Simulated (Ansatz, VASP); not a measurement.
## Al36TeN35 (Te_N) in two plane-wave programs

Wanted: the spread between two codes on one cell, functional and k mesh. The cell is taken from a series of runs on this material, whose earlier steps may have relaxed, scaled, displaced or heated it; both programs get it as it stands.

Calculated with Ansatz 0.2.0; plane waves, with VASP 6.6.1 beside it; single point at r2SCAN.

### Step 1. Set-up

The cell holds 72 atoms: 36 Al, 35 N and 1 Te. Cell: a = 9.320 Å, b = 9.320 Å, c = 9.956 Å, α = 90.0°, β = 90.0°, γ = 120.0°. It derives from AlN (AlN (P6_3mc)). Nearest the centre at fractional (0.556, 0.444, 0.440): Te72 at 0.10 Å, Al30 at 2.33 Å, Al18 at 2.33 Å, Al17 at 2.51 Å, Al14 at 2.53 Å, Al19 at 3.10 Å, N64 at 3.14 Å, N49 at 3.15 Å.

As a file:

```xyz
72
Lattice="9.3196 0.0000 0.0000 -4.6598 8.0710 0.0000 0.0000 0.0000 9.9565" Properties=species:S:1:pos:R:3 pbc="T T T"
Al    1.5469    0.9079    2.4433
Al   -0.0026    1.7917    4.9577
Al    1.5309    0.8565    7.4886
Al   -0.0214    1.7878    9.9562
Al   -0.0046    3.5914    2.4809
Al   -1.5611    4.4460    4.9611
Al   -0.0321    3.5596    7.4850
Al   -1.5584    4.4739    0.0003
Al   -1.5577    6.2518    2.4512
Al   -2.9111    7.2687    5.0407
Al   -1.5582    6.2827    7.4823
Al   -3.1133    7.1710    0.0030
Al    4.6597    0.9054    2.4400
Al    3.1032    1.1911    5.2120
Al    4.6699    0.8533    7.4855
Al    3.1017    1.7272    9.8174
Al    3.1032    3.5869    1.8742
Al    1.2126    4.7200    5.1451
Al    3.1023    3.6077    7.4856
Al    1.4789    4.5283    9.8896
Al    1.5184    6.2910    2.5262
Al   -0.2042    7.2682    5.0381
Al    1.5734    6.3077    7.5286
Al   -0.0018    7.1692    0.0017
Al    7.7604    0.9104    2.5139
Al    6.2048    1.7915    4.9558
Al    7.7611    0.8894    7.4537
Al    6.2233    1.7869    9.9539
Al    6.2083    3.5925    2.4812
Al    4.9876    4.7268    5.1432
Al    6.2344    3.5588    7.4831
Al    4.7253    4.5288    9.8887
Al    4.6852    6.2934    2.5245
Al    3.1006    7.1882    4.9754
Al    4.6302    6.3099    7.5299
Al    3.1016    7.1875    0.0576
N     1.4426    0.9131    4.2822
N    -0.0195    1.8055    1.8720
N     1.5018    0.8788    9.3628
N     0.0005    1.7831    6.8685
N    -0.0552    3.5883    4.3889
N    -1.5552    4.4584    1.8639
N    -0.0316    3.5706    9.3488
N    -1.5560    4.4754    6.8680
N    -1.5596    6.1295    4.2918
N    -3.1013    7.1725    1.8749
N    -1.5605    6.2657    9.3784
N    -3.1514    7.1229    6.9711
N     4.7633    0.9095    4.2747
N     3.1052    1.7283    1.7312
N     4.6962    0.8768    9.3600
N     3.1030    1.8012    7.0872
N     1.4878    4.5261    1.8001
N     3.0993    3.6190    9.4598
N     1.5101    4.5113    6.9892
N     1.4597    6.3838    4.4244
N    -0.0091    7.1694    1.8733
N     1.5688    6.3109    9.3934
N     0.0373    7.1187    6.9667
N     7.7596    0.9155    4.3994
N     6.2272    1.8070    1.8689
N     7.7596    0.8885    9.3548
N     6.2058    1.7815    6.8672
N     6.2485    3.5906    4.3913
N     4.7221    4.5285    1.7989
N     6.2304    3.5698    9.3474
N     4.6985    4.5144    6.9888
N     4.7384    6.3916    4.4204
N     3.1029    7.1736    1.9492
N     4.6325    6.3115    9.3951
N     3.1032    7.1702    6.8810
Te    3.0985    3.4971    4.3340
```

### Step 2. Ansatz: single point, r2SCAN

Ansatz runs on its PAW soft_1 files.

A single point gives forces, pressure and levels at one fixed geometry, so differences don't come from the geometry; what else differs is listed under the comparison.

Input file input.yaml:

```yaml
crystal:
  checkpoint: "../qm1.relax.run"
  host: checkpoint
basis:
  ecutwfc: 500
  xc_grid: 2
hamiltonian:
  xc: r2scan
  pseudopotentials: { kind: paw, azcp: { folder: soft_1 } }
kpoints:
  mp_grid: { grid: [2, 2, 2], shift: [0.5, 0.5, 0.5] }
scf:
  occupations: { method: fermi_dirac, width: 0.01 }
  max_iter: 60
output:
  forces: true
  eigenvalues: true
  charged_corrections: { defect_position: [0.555556, 0.444444, 0.440398] }
checkpoint:
  read: "../qm1.relax.run"
  write: "../qm1.point_neutral.run"
  compress: false
  write_wavefunctions: false
  write_every: 100000
magnetization:
  spin_polarized: true
  initial_magnetization: 1
  spin_locking: { lock_magnetization: hard }
```

On the command line:

```
$ ansatz run input.yaml --threads 4 --pin off --max-ram 7536MiB --backend cpu --events-out ev --progress --plain --runs-dir out
```

Numbers of over 12 decimals in the logs are rounded to 6 here.

The log of the run:

```text
Warning: This run holds its total moment fixed (magnetization.spin_locking.lock_magnetization: hard) and mixes its density by anderson or broyden (scf.mixing.algorithm, typed or taken by auto). Slabs with a fixed moment have converged under broyden above another state at the same moment, at the default mixing steps and at smaller ones, and under scf.lower_state_search: standard, light or off a state that such a mixer [...]
checkpoint.read: neither the saved density nor the saved orbitals are used: the state is of another total charge, and does not settle where this run's electrons and spins go. The run starts from its atoms. Which states do: the manual's quickstart, A charge series.
crystal.checkpoint: the structure is that of <dir>, a `relax` run, at its step 12: its result, under r2scan at a charge of -1 e; 72 atoms read, 0 with a starting moment; this deck's charge is 0 e; no density is read with it (checkpoint.read); crystal.structure_sha256 for this input is
Engine: ansatz 0.2.0, aarch64-unknown-linux-gnu
Pseudopotentials: kind: paw
Pseudopotential: Al, paw, valence charge 3, recommended cutoff 500 eV (meta_gga), soft_1/Al.paw.azcp
Pseudopotential: N, paw, valence charge 5, recommended cutoff 500 eV (meta_gga), soft_1/N.paw.azcp
Pseudopotential: Te, paw, valence charge 16, recommended cutoff 500 eV (meta_gga), soft_1/Te.paw.azcp
Functional definition: r2SCAN
  parameter k0 = 0.174
  parameter k1 = 0.065
  parameter a1 = 4.9479
  exchange = r2scan_x(k0 = k0, k1 = k1, a1 = a1)
  correlation = r2scan_c
Crystal: 72 atoms, lattice volume = 748.907 Å³
Basis set: ecut = 500 eV, 18913 PW (Γ), exchange–correlation on 144×144×150 points (8 copies of the dense FFT grid, shifted against one another)
Bands: 222, of which v1, the nominal top of the filled ones, is band 150 counted from 1 (149 counted from 0)
Symmetry: 1 space group operations
Space group: P1 (ITA 1), of the structure as read, at distance tolerance 9.1e-5 Å
Magnetic group: BNS 1.1 (UNI 1), of the structure as read, at distance tolerance 9.1e-5 Å
k-points: 4 of 8 (time reversal used)
Non-local potential: Al, projectors of the file, l = 0: 2, l = 1: 2, l = 2: 1
Non-local potential: N, projectors of the file, l = 0: 2, l = 1: 2, l = 2: 1
Non-local potential: Te, projectors of the file, l = 0: 2, l = 1: 2, l = 2: 2, l = 3: 1
PAW form: soft (Blöchl's): semilocal exchange-correlation on the pseudo side does not see the compensation charge
PAW frozen core: Al, regenerated for the run's functional (the file was generated under x = pbe(κ = 0.804, μ = 0.219515), c = pbe(β = 0.066725))
PAW frozen core: N, regenerated for the run's functional (the file was generated under x = pbe(κ = 0.804, μ = 0.219515), c = pbe(β = 0.066725))
PAW frozen core: Te, regenerated for the run's functional (the file was generated under x = pbe(κ = 0.804, μ = 0.219515), c = pbe(β = 0.066725))
PAW one-centre angular grid: Al, 302 points (default); XC on 160 Gauss nodes
PAW one-centre angular grid: N, 302 points (default); XC on 160 Gauss nodes
PAW one-centre angular grid: Te, 590 points (default); XC on 160 Gauss nodes
Initial density: superposition of atomic densities (chi_scale 0.1, normalization cell, long waves kept (reshape's long-wave potential 0.34 eV rms))
Starting moments: Σ|m| = 1 μB on 72 of 72 sites
Initial wavefunctions: pseudopotential atomic-orbital guess
Functional: x = r2scan, c = r2scan; τ floored in thin density (d = 2e-4 eV/Å³)
SCF iter   1: F=—  HF=-40059.843614 eV  |F-HF|=—  |Δ(HF+E_count)|=         —  Δρ=6.68e-2 (↑6.67e-2 ↓6.68e-2)  dr2=1.63e2  dr2_τ=4.83e0  dr2_m=1.38e-1  M=1.000 μB ∫|m|=1.013 μB  β_m=1.20  ethr=3.10e-3  ⟨swp⟩=6.0  Hψ=8108  notcnv=0  defer=312
preconditioner: auto → Resta (q_TF=auto, 2.341 Å⁻¹)  ε∞=3.3  [insulator: Δε(μ)=2.100 eV  Ē_g=15.069 eV  σ=0.010 eV  W_gap=1.00  n_scr=162 (ndim 8)  ℏωp=23.1 eV  f_vac=0.000  D(μ)=0.00/eV (n_scr^D=0)  ε∞_Penn≈3.3]
spin=Collinear: Resta preconditioning applied to the charge; magnetization (m = ρ↑ − ρ↓) channel mixes plain (no charge-response kernel on spin).
SCF iter   2: F=—  HF=-40028.474908 eV  |F-HF|=—  |Δ(HF+E_count)|=    3.14e1  Δρ=3.48e-2 (↑3.48e-2 ↓3.47e-2)  dr2=4.48e1  dr2_τ=3.65e-1  dr2_m=1.79e-3  M=1.000 μB ∫|m|=1.121 μB  β_m=1.20  ethr=3.10e-3  ⟨swp⟩=3.0  Hψ=3274  notcnv=0  defer=545  κ⁻¹=1.0e0(r=1)
[...]
atom  66  Al    -0.02748597     0.02569229     0.02461453
  atom  67  N      0.33698827    -0.01308961     0.22949535
  atom  68  N     -0.03397365     0.02400606     0.12167038
  atom  69  Al    -0.36292345    -0.18855510     0.12317055
  atom  70  Al    -0.02071917     0.07793914    -0.01816991
  atom  71  N      0.17410269     0.04173269    -0.19892420
  atom  72  N     -0.03256270     0.02783447    -0.03980821
  max |Σ_I F_I| component: 4.27e-2 eV/Å
--- Band table (eV; the first three rows and the last of 8) ---
  k-point 0 ↑: bands = [... 146 lower, 7.7358, 7.9100, 8.0153, 9.4128, 12.8657, 13.0474, 13.1962, 13.2154, ... 68 higher]
  k-point 1 ↑: bands = [... 146 lower, 7.7365, 7.9150, 8.0193, 9.4112, 12.8940, 13.0171, 13.1269, 13.2582, ... 68 higher]
  k-point 2 ↑: bands = [... 146 lower, 7.8675, 7.9583, 8.3044, 9.3247, 12.7336, 12.8496, 13.0192, 13.3350, ... 68 higher]
  k-point 3 ↓: bands = [... 146 lower, 7.8601, 7.9768, 8.3442, 11.3134, 12.7545, 12.9313, 13.1474, 13.3058, ... 68 higher]
```

### Step 3. VASP: single point, r2SCAN

The same cell, functional, mesh and smearing now go to VASP, with its own data sets.

Lines of VASP's logs that name or quote its potential files are left out, and so is its time.

Input file INCAR:

```
SYSTEM = Al36TeN35
PREC = Accurate
ENCUT = 580
EDIFF = 1E-06
NELM = 200
ISMEAR = -1
SIGMA = 0.01
LREAL = Auto
ALGO = Normal
METAGGA = R2SCAN
LASPH = .TRUE.
NBANDS = 200
ISPIN = 2
MAGMOM = 0 0 -0 0 -0 0 -0 0 0 0.02 -0 -0 0 0.05 -0 0 0 0 0 0 0 0.02 0 -0 -0 0 -0 0 -0 0 -0 0 0 0 0 0 0.07 0 -0 -0 0 0 0 -0 0.06 -0 -0 0.04 0.07 -0 -0 0.03 0 0 0 -0 -0 0 0.04 0 0 0 -0 0 0 0 0 -0 0 0 0 -0
LORBIT = 11
LWAVE = .FALSE.
LCHARG = .FALSE.
ISIF = 2
ISYM = 0
NUPDOWN = 1
GGA_COMPAT = .FALSE.
LMIXTAU = .TRUE.
KPAR = 4
```

Input file POSCAR:

```
Al36TeN35
1.0
    9.3195655359      0.0000000860      0.0000000000
   -4.6597828424      8.0709804634      0.0000000000
    0.0000000000      0.0000000000      9.9564777190
Al N Te
36 35 1
Direct
    0.2222265319      0.1124907725      0.2454001420
    0.1107246951      0.2219979684      0.4979400146
    0.2173252802      0.1061173160      0.7521323762
    0.1084589268      0.2215083892      0.9999705277
    0.2219921022      0.4449780035      0.2491732401
    0.1079245866      0.5508610947      0.4982833074
    0.2170747803      0.4410347896      0.7517733794
    0.1099431968      0.5543131800      0.0000319730
    0.2201600531      0.7746019469      0.2461918406
    0.1379380100      0.9006027436      0.5062704013
    0.2220136444      0.7784310899      0.7515033356
    0.1101889565      0.8884930748      0.0002982594
    0.5560831431      0.1121847823      0.2450653790
    0.4067725280      0.1475836366      0.5234789058
    0.5539521596      0.1057257734      0.7518199642
    0.4398239638      0.2140070680      0.9860350367
    0.5551898265      0.4444169544      0.1882441602
    0.4225148259      0.5848121526      0.5167614921
    0.5563806743      0.4469939489      0.7518307278
    0.4392202124      0.5610568737      0.9932835471
    0.5526478659      0.7794532774      0.2537289129
    0.4283551130      0.9005372193      0.5060113754
    0.5595915258      0.7815343941      0.7561510219
    0.4439380657      0.8882719407      0.0001734385
    0.8890954217      0.1128014899      0.2524926920
    0.7767644003      0.2219735583      0.4977431875
    0.8878733503      0.1101987968      0.7486303936
    0.7784693076      0.2213977052      0.9997394963
    0.8887102137      0.4451138832      0.2492059987
    0.8280005032      0.5856528175      0.5165646761
    0.8894265463      0.4409380610      0.7515761097
    0.7875840949      0.5611156157      0.9931943844
    0.8926015428      0.7797512828      0.2535488632
    0.7780058560      0.8906229338      0.4997174272
    0.8877209826      0.7817958112      0.7562787587
    0.7780724601      0.8905324846      0.0057813275
    0.2113661269      0.1131394169      0.4300870028
    0.1097607639      0.2236985555      0.1880176401
    0.2155919856      0.1088887273      0.9403756486
    0.1105141126      0.2209277979      0.6898539787
    0.2163713658      0.4445985761      0.4408123765
    0.1093233487      0.5524025824      0.1872009438
    0.2178050147      0.4424013344      0.9389650170
    0.1102935591      0.5545042449      0.6897994803
    0.2123749692      0.7594533341      0.4310560434
    0.1115586747      0.8886720395      0.1883097214
    0.2207212991      0.7763241503      0.9419434214
    0.1031195178      0.8825284816      0.7001593667
    0.5674549287      0.1126927532      0.4293380575
    0.4402567622      0.2141347524      0.1738779927
    0.5582254475      0.1086380033      0.9400963359
    0.4445427657      0.2231640271      0.7118138964
    0.4400336198      0.5607817271      0.1808009332
    0.5567616820      0.4483979647      0.9501110288
    0.4415121501      0.5589476178      0.7019751785
    0.5521101288      0.7909556188      0.4443788299
    0.4431733639      0.8882920185      0.1881528395
    0.5592954117      0.7819211271      0.9434502365
    0.4450113548      0.8820145881      0.6997107470
    0.8893261522      0.1134335288      0.4418623159
    0.7801277519      0.2238869277      0.1877045538
    0.8876543214      0.1100813967      0.9395740959
    0.7762490323      0.2207290099      0.6897180376
    0.8929079709      0.4448718314      0.4410526916
    0.7872301219      0.5610861222      0.1806745410
    0.8896823617      0.4423026975      0.9388227358
    0.7838223225      0.5593313319      0.7019323634
    0.9043996594      0.7919216290      0.4439764881
    0.7773484056      0.8888167989      0.1957680277
    0.8880718535      0.7819951299      0.9436171575
    0.7771735677      0.8883891143      0.6911052660
    0.5491175573      0.4332884901      0.4352916103
```

Input file KPOINTS:

```
Points of the shifted mesh
8
Reciprocal
 0.2500000000  0.2500000000  0.2500000000 1
 0.2500000000  0.2500000000  0.7500000000 1
 0.2500000000  0.7500000000  0.2500000000 1
 0.2500000000  0.7500000000  0.7500000000 1
 0.7500000000  0.2500000000  0.2500000000 1
 0.7500000000  0.2500000000  0.7500000000 1
 0.7500000000  0.7500000000  0.2500000000 1
 0.7500000000  0.7500000000  0.7500000000 1
```

Potentials, in the order of the species: Al, N and Te (PBE family, release 64).

On the command line:

```
$ mpirun -np 8 vasp_std
```

The log of the run:

```text
[banner, memory and clock lines left out]
running    8 mpi-ranks, on    1 nodes
[...]
|                                                                             |
|           W    W    AA    RRRRR   N    N  II  N    N   GGGG   !!!           |
|           W    W   A  A   R    R  NN   N  II  NN   N  G    G  !!!           |
|           W    W  A    A  R    R  N N  N  II  N N  N  G       !!!           |
|           W WW W  AAAAAA  RRRRR   N  N N  II  N  N N  G  GGG   !            |
|           WW  WW  A    A  R   R   N   NN  II  N   NN  G    G                |
|           W    W  A    A  R    R  N    N  II  N    N   GGGG   !!!           |
|                                                                             |
|     For optimal performance we recommend to set                             |
|       NCORE = 2 up to number-of-cores-per-socket                            |
|     NCORE specifies how many cores store one orbital (NPAR=cpu/NCORE).      |
|     This setting can greatly improve the performance of VASP for DFT.       |
[...]
|                                                                             |
|     You enforced a specific xc type in the INCAR file but a different       |
|     [... a line on the potential file left out ...]
|     I HOPE YOU KNOW WHAT YOU ARE DOING!                                     |
|                                                                             |

 LDA part: xc-table for (None), standard interpolation
 POSCAR, INCAR and KPOINTS ok, starting setup
[...]
entering main loop
       N       E                     dE             d eps       ncg     rms          rms(c)
DAV:   1     0.114378896516E+04    0.11438E+04   -0.14765E+05  6400   0.148E+03
DAV:   2    -0.701117947212E+03   -0.18449E+04   -0.17516E+04  7888   0.296E+02
DAV:   3    -0.849093583698E+03   -0.14798E+03   -0.14670E+03  7800   0.903E+01
DAV:   4    -0.851434112401E+03   -0.23405E+01   -0.23323E+01  7640   0.118E+01
[...]
DAV:  21    -0.697446193486E+03   -0.25354E-04   -0.18987E-05  6832   0.150E-02    0.151E-02
DAV:  22    -0.697446195683E+03   -0.21973E-05   -0.24770E-06  5216   0.462E-03    0.103E-02
DAV:  23    -0.697446195852E+03   -0.16857E-06   -0.18793E-06  3832   0.305E-03
   1 F= -.69744620E+03 E0= -.69744620E+03  d E =-.218322E-12  mag=     1.0000
```

OUTCAR, selected parts (step 3):

```text
  FREE ENERGIE OF THE ION-ELECTRON SYSTEM (eV)
  ---------------------------------------------------
  free  energy   TOTEN  =      -697.4461958517 eV

  energy  without entropy=     -697.4461958517  energy(sigma->0) =     -697.44619585

 magnetization (x)
# of ion       s       p       d       tot
------------------------------------------
    1        0.000   0.001   0.000   0.001
    2        0.001   0.001   0.000   0.002
    3       -0.000  -0.001   0.000  -0.001
    4        0.000   0.000   0.000   0.000
    5       -0.000  -0.000   0.000  -0.000
    6        0.001   0.002   0.000   0.002
    7        0.000  -0.000   0.000  -0.000
    8        0.000   0.000   0.000   0.000
    9        0.000   0.000   0.000   0.000
   10        0.004   0.021   0.000   0.025
   11       -0.000  -0.001   0.000  -0.001
   12       -0.000  -0.000   0.000  -0.000
   13        0.000   0.001   0.000   0.001
[...]
--------------------------------------------------
tot          0.087   0.391  -0.000   0.479
```

The run ends at a pressure of 6.81 GPa, with forces up to 3.0 eV/Å.

### Step 4. Differences

Known differences besides the potentials themselves: VASP starts from the moments at which Ansatz ended; VASP keeps PBE cores, Ansatz makes them for the functional; the data sets hold 299 valence electrons in Ansatz (on its PAW soft_1 files) and 289 in VASP; the cutoff is 500 eV in Ansatz and 580 eV in VASP (PREC = Accurate, projectors in real space); site moments are counted in spheres of each program's own size. Total energies have different zeros and are not compared.

Both answers:

```tsv
quantity	Ansatz	VASP	difference
total moment, fixed by the input (μB)	1.00	1.00	0.00
moment on Al14 (μB)	0.05	0.09	-0.03
moment on N49 (μB)	0.07	0.07	0.00
moment on N37 (μB)	0.07	0.06	0.00
moment on N45 (μB)	0.06	0.06	0.00
```

Forces on 10 of the 72 atoms, those with the largest forces and the largest differences (eV/Å; atoms numbered as in POSCAR):

```tsv
atom	Ansatz x, y, z	VASP x, y, z
Al10	-2.532, -1.478, -0.827	-2.530, -1.481, -0.822
Al14	0.004, 2.985, -0.554	0.006, 2.976, -0.543
Al18	0.067, -0.085, 0.008	0.059, -0.087, 0.021
Al19	0.028, 0.396, 0.076	0.029, 0.398, 0.096
Al22	2.506, -1.522, -0.818	2.502, -1.522, -0.812
N37	1.383, -1.024, 1.214	1.386, -1.024, 1.214
N45	0.000, 1.747, 1.152	0.001, 1.757, 1.160
N49	-1.400, -0.987, 1.316	-1.403, -0.987, 1.318
N59	-1.159, 0.790, -1.058	-1.166, 0.796, -1.062
Te72	0.072, -0.030, 0.074	0.073, -0.043, 0.066
```

The forces differ by 4.3 meV/Å r.m.s., which is 0.8 % of the r.m.s. force of 0.523 eV/Å (both taken over all components).

### Step 5. What came out

```
r.m.s. force difference (single point, r2SCAN) : 0.83 % of the r.m.s. force
```

What this shows: The r.m.s. force difference is 0.83 % of the r.m.s. force (single point, r2SCAN), within the 3 % picked in this series as the mark of a large difference. The data sets hold unlike numbers of valence electrons (299 in Ansatz and 289 in VASP), so part of the differences comes from the potentials. Such differences can come from data sets, numerical settings and the points named under the comparisons, not from the functional's error against experiment.

[Lines on the potential files, build, host, timing and source positions are cut from VASP's logs without a mark.]

[Logs are printed without paths, hosts, clocks, repeated set-up lines and the standing remarks that a program may print on its own settings, such as how far it seeks lower states.]

[Hosts, paths, dates, database ids (printed as entryN), source tags and the programs' standing remarks are cut or masked in the printed files.]
